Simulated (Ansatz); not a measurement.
Here is an unrelaxed guess for ZnO.

```
Zn O
1.0
    -1.45883    1.45883    5.05354
     1.45883   -1.45883    5.05354
     1.45883    1.45883   -5.05354
Zn O
2 2
Direct
  0.83333 0.83333 0.00000
  0.58333 0.08333 0.50000
  0.66667 0.66667 0.00000
  0.41667 0.91667 0.50000
```

Level of theory: DFT PBE, scalar-relativistic, plane waves, PAW in Ansatz 0.2.0. Settings: cutoff 420 eV, Γ-centred mesh 8×8×8 on the computed 4-atom cell, Gaussian smearing of 0.10 eV; no spin polarisation.

The zero of energy is the elements' standard structures at the same level (O₂ as a molecule); no fitted shifts are applied.

Question: Estimate its pressure, forces and energy as it stands.

Answer: The pressure is 77.5 GPa (the mean over three directions, positive in compression), the largest force is 0.04 eV/Å, and the energy is −0.33 eV/atom against the elements. The shortest distance is 1.68 Å.

Question: Is it a good guess?

Answer: A rough one: relaxing gains about 0.81 eV/atom in 12 ionic steps and ends at −1.147 eV/atom on the finer mesh. The symmetry stays I4_1md (No. 109). The volume per atom grows by 43.9 %, from 10.8 to 15.5 Å³. The shortest distance goes from 1.68 Å (Zn–O) to 1.90 Å (Zn–O). Conventional cell: a = 3.306 Å, c = 11.326 Å. Around Zn lie 3 O at 1.90 Å; around O lie 3 Zn at 1.90 Å.

The last run used a 16×16×16 mesh for its 4-atom cell and Gaussian smearing of 0.02 eV. The relaxation can't lower the symmetry of the start, and the grade says only how near the guess is to its own end. A structure relaxed within its symmetry needn't be a true minimum.
